## Why does PBEsol get diamond and SiC right but make copper 22 % too stiff?

I'm comparing computed bulk moduli with measured ones, partly because I need elastic data for metal lines and semiconductors in the same device model. All five metals come out too stiff. Most of the tetrahedral semiconductors land within about 5 % of measurement, but Ge is 12 % too soft, and PbS behaves more like a metal. Al and ZnS puzzle me most: the measured values are the same, the computed ones are not. Is the functional simply better for covalent bonds?

FLEUR, all-electron FLAPW calculations of cubic crystals with PBEsol, without spin polarization or spin-orbit coupling; Fermi-Dirac smearing of 0.05 eV. CdTe was run with MaX-R8.1 (patched build s14), the other fourteen crystals with a later development version. Each computed bulk modulus comes from an equation-of-state fit to energies at five or seven volumes within 6 % of the given cell's, and is taken at the volume of lowest fitted energy.

```csv
formula,space group,volume of the given cell (Å³/atom),potentials or basis,k-mesh,computed bulk modulus (GPa),measured bulk modulus (GPa),"what was measured, and how",source,"computed over measured, less one (%)"
CdTe,F-43m,32.92,all electron,7x7x7,47.4,42,B0 of zincblende phase; high-pressure XRD; powder,arXiv:2306.14539 (2023),12.9
PbS,Fm-3m,26.09,all electron,8x8x8,59.1,51,b0 from Birch-Murnaghan EOS fit; angle-dispersive powder XRD in DAC; powder,arXiv:cond-mat/0210013 (2002),15.9
Ge,Fd-3m,22.64,all electron,8x8x8,66.5,75.8,bulk modulus of bulk Ge; not stated; bulk crystal,arXiv:1908.00180 (2019),-12.3
Al,Fm-3m,16.60,all electron,11x11x11,83.1,76.9,bulk modulus; literature experiment; bulk crystal,pmc:3831299 (2013),8.1
ZnS,F-43m,19.73,all electron,9x9x9,78.9,76.9,B0; experimental value quoted from literature; bulk crystal,arXiv:0911.5022 (2009),2.6
GaP,F-43m,20.24,all electron,8x8x8,85.0,87.5,"zero-pressure bulk modulus, 3rd-order Birch-Murnaghan fit with K' fixed at 4.5; single-crystal XRD in diamond anvil cell; bulk crystal",arXiv:1709.06667 (2017),-2.9
Cu,Fm-3m,11.81,all electron,13x13x13,169.9,139,"from linear fit of volume against pressure, 5 to 33 MPa; synchrotron powder XRD under pressure; powder",pmc:10161880 (2023),22.2
BAs,F-43m,13.63,all electron,10x10x10,140.3,148,literature experimental value; not stated; bulk crystal,arXiv:1911.11281 (2019),-5.2
BP,F-43m,11.68,all electron,10x10x10,169.4,174,"B0, Murnaghan EOS fit with V0 fixed at 93.45 A^3; XRD in diamond anvil cell; powder",arXiv:1505.05714 (2015),-2.6
Ta,Im-3m,18.01,all electron,11x11x11,212.6,194,isothermal K0 from ultrasonic data; ultrasonic measurement; bulk crystal,arXiv:cond-mat/0403080 (2004),9.6
SiC,F-43m,10.35,all electron,10x10x10,221.1,225,bulk modulus B; quoted earlier experiment; bulk crystal,pmc:9505936 (2022),-1.7
Rh,Fm-3m,13.67,all electron,12x12x12,297.0,264,K0 from ultrasound; ultrasound; bulk crystal,pmc:11535440 (2024),12.5
Ir,Fm-3m,14.06,all electron,12x12x12,387.5,339,"B0 at ambient pressure, third-order Birch-Murnaghan; high-pressure powder XRD; powder",pmc:6586894 (2019),14.3
BN,F-43m,5.96,all electron,13x13x13,385.8,395,"isothermal B0, Vinet fit; equation-of-state measurement; bulk crystal",arXiv:1208.3664 (2012),-2.3
C,Fd-3m,5.67,all electron,13x13x13,450.2,442,B0 from ultrasound; ultrasonic measurement; bulk crystal,arXiv:cond-mat/0702656 (2007),1.9
```

### Answer

Not quite. Each computed modulus belongs to the volume at which that crystal's own computed energy is lowest, and this is generally not the volume of the given cell. The error therefore has two parts: a volume that is off, and an energy curve whose curvature is off at a fixed volume. In Cu, Al and Ta the first part accounts for most of the error. In most of the tetrahedral crystals the two parts oppose each other.

The bulk modulus $B$ is the resistance to uniform compression, $B=-V\,dP/dV$, with $V$ the volume and $P$ the pressure. It depends strongly on volume because the energy cost of squeezing the electrons into less space rises steeply when atoms are pushed together, while the attraction changes more gently. A lattice that is computed too small sits further up the repulsive wall and feels stiffer. One that is computed too large feels softer.

To turn this into an estimate, let the modulus grow linearly with pressure, $B=B_0+B_0'P$. Here $B_0$ is the computed modulus at the computed equilibrium volume $V_0$, and $B_0'$ is its pressure derivative. Inserting this into the definition of $B$ and integrating gives

$$B(V)=B_0\left(\frac{V_0}{V}\right)^{B_0'}.$$

For small shifts, the percentage error in volume is multiplied by $B_0'$ and changes sign. Since $B_0'$ is about 4 to 5 in these crystals, a volume 1 % too small makes the modulus 4 to 5 % too high.

For copper, the computed volume is 4.3 % below the given cell, so $V_0/V=0.9572$. With $B_0'=5.24$ the factor is $0.9572^{5.24}\approx0.795$, and the computed 170 GPa falls to about 135 GPa, against a measured 139 GPa. Three computed energies around the given cell, used without the formula, also yield 135 GPa. That confirms the conversion, though not the functional, since the energies come from the same calculation.

This matters for your metal lines. A copper line enclosed by stiff dielectrics cannot freely relieve a thermal mismatch, and the hydrostatic part of its stress is $3B\varepsilon$, where $\varepsilon$ is an elastic strain equal along all axes. At a strain of 0.1 %, the computed modulus gives 510 MPa and the measured one 417 MPa. The volume error passes straight into the stress.

Why is the computed copper lattice too small? The calculation treats a static lattice, whereas real atoms vibrate, even at absolute zero, and this expands the crystal. By room temperature that expansion is typically one or two per cent in volume, too little for copper's whole shift. The rest fits a known tendency of PBEsol to make copper's bonds too short, although these results do not separate the two causes.

Al and ZnS show why volume is only half of the story. Both computed volumes are roughly 2.5 % too small, which raises both moduli by a similar amount. Moved to their given cells, Al drops to 75 GPa and ZnS to 70 GPa, while both measured values are 76.9 GPa. Aluminium's curve thus has nearly the right curvature at that volume, and that of ZnS is too flat. The good result for ZnS in the table comes from a lattice that is too small compensating for a curve that is too soft.

The same step, applied to every row with nothing adjusted to the measured moduli, gives the analysis printed below. The mean error of the metals falls from 13 % to 2 % above measurement. That of the tetrahedral crystals, without CdTe, goes from 3 % to 6 % below. The small mean for the metals hides a spread, from 3 % below measurement for Al and Cu to 13 % above for Ir. Volume thus explains about half of the contrast between the two groups, and the rest remains at fixed volume, where errors in the measured values count as well as the curvature. The table is also a selection from which some poor matches to measurement were left out, so these means describe the listed crystals and may flatter PBEsol in general.

Why the curves of the tetrahedral crystals are too flat at the given cell remains largely open. The missing vibrations are expected to matter a little, because their energy adds some stiffness at a fixed volume. That may be enough for diamond's small shortfall, but it is far too little for that of ZnS. Gradient corrections do favour the uneven density of an expanded crystal, but that mainly moves the energy minimum to a larger volume; it does not by itself flatten the curve at a fixed volume. Runs with a second functional on the same cells would help to show how much of the shortfall belongs to PBEsol.

Germanium now looks much less odd. Among the tetrahedral crystals with a sound fit, it is the only one whose computed volume is too large, by 0.9 %. Its soft curve and its large volume therefore push the modulus in the same direction. At the given cell it is still 8 % too soft, but so is ZnS, to within a per cent. What sets Ge apart is the missing compensation; why its volume comes out large remains open.

The given cell is itself only a stand-in for the measured crystal. For BP it agrees with the cell volume named in the measurement, so the 7 % shortfall found there is not caused by a wrong reference volume. The BN cell appears to be roughly 1 % larger than the measured crystal, as far as I recall, which would exaggerate BN's shortfall by several per cent.

Rhodium, PbS and iridium mark the limit of the volume argument, although tantalum, which is also heavy, follows it well. Rhodium keeps an excess of 5 % at its given cell and PbS one of 9 %. Iridium hardly moves, because its computed volume is already within 0.2 % of the given one. Its measured value of 339 GPa is on the low side; against a more usual 360 GPa or so, a rough recalled figure, the excess would be about 8 % instead of 14 %. The given cells of rhodium and iridium also appear to be roughly half a per cent smaller than the measured crystals, again from memory, so a few per cent of each excess may come from the reference cell. Spin-orbit coupling was left out throughout, and its effect on these moduli is untested.

I would not interpret CdTe at all. Its fitted pressure derivative is 1.3, far below the 3.7 to 5.2 of the other crystals, so the modulus from that fit is poorly determined.

For your device model, compare the volume before you judge the modulus. If the volume is off, multiply its percentage error by about 5 for a metal or 4 for a tetrahedral semiconductor, and reverse the sign: that is roughly the part of the modulus error due to volume. For a shift as large as copper's, use the full formula, because the simple product comes out too small. SiC passes both tests, with its volume within 0.2 % and its modulus within 2 %. ZnS passes only the second, so its good modulus is no evidence that its energy curve is right. Even for SiC a little compensation may remain, because vibrations are expected to expand its static lattice slightly.

Output of the analysis:

```
Modulus at the computed volume and at the given cell:
   row  computed volume over given cell less one (%)  pressure derivative  modulus at given cell (GPa)  error at own volume (%)  error at given cell (%)
  CdTe                                         3.602                1.259                        49.56                    12.86                       18
   PbS                                        -1.435                3.973                         55.8                    15.88                    9.415
    Ge                                        0.9407                4.501                        69.36                   -12.27                   -8.493
    Al                                        -2.373                4.414                        74.74                    8.062                   -2.807
   ZnS                                        -2.611                4.454                        70.13                    2.601                   -8.805
   GaP                                       -0.6695                4.479                        82.48                   -2.857                   -5.736
    Cu                                        -4.277                5.239                        135.1                    22.23                   -2.788
   BAs                                       -0.6258                 4.05                        136.8                   -5.203                   -7.582
    BP                                        -1.193                3.786                        161.9                   -2.644                   -6.967
    Ta                                        -2.159                4.627                        192.2                    9.588                  -0.9418
   SiC                                       -0.1425                3.869                        219.9                   -1.733                   -2.274
    Rh                                        -1.257                5.107                        278.4                     12.5                    5.464
    Ir                                       -0.1649                4.963                        384.3                    14.31                    13.37
    BN                                        -1.666                3.702                        362.5                   -2.329                   -8.219
     C                                        -1.025                3.656                        433.6                    1.855                   -1.909
Metals, mean error at own volume (%): 13.34
Tetrahedral crystals, mean error at own volume (%): -2.822
Metals less tetrahedral, at own volume (percentage points): 16.16
Metals, mean error at given cell (%): 2.46
Tetrahedral crystals, mean error at given cell (%): -6.248
Metals less tetrahedral, at given cell (percentage points): 8.709
Metals, mean size of error at own volume (%): 13.34
Metals, mean size of error at given cell (%): 5.075
Tetrahedral crystals, mean size of error at own volume (%): 3.936
Tetrahedral crystals, mean size of error at given cell (%): 6.248
Metals, mean pressure derivative: 4.87
Tetrahedral crystals, mean pressure derivative: 4.062
Cu modulus at given cell from three energies (GPa): 134.8
ZnS modulus at given cell from three energies (GPa): 70.05
Ge modulus at given cell from three energies (GPa): 69
BP measured volume named in its reference (A^3/atom): 11.68
Ir computed modulus over a rough recalled 360 GPa, less one (%): 7.639
Cu hydrostatic stress at 0.1 % strain along all axes, computed modulus (MPa): 509.7
Cu hydrostatic stress at 0.1 % strain along all axes, measured modulus (MPa): 417
```
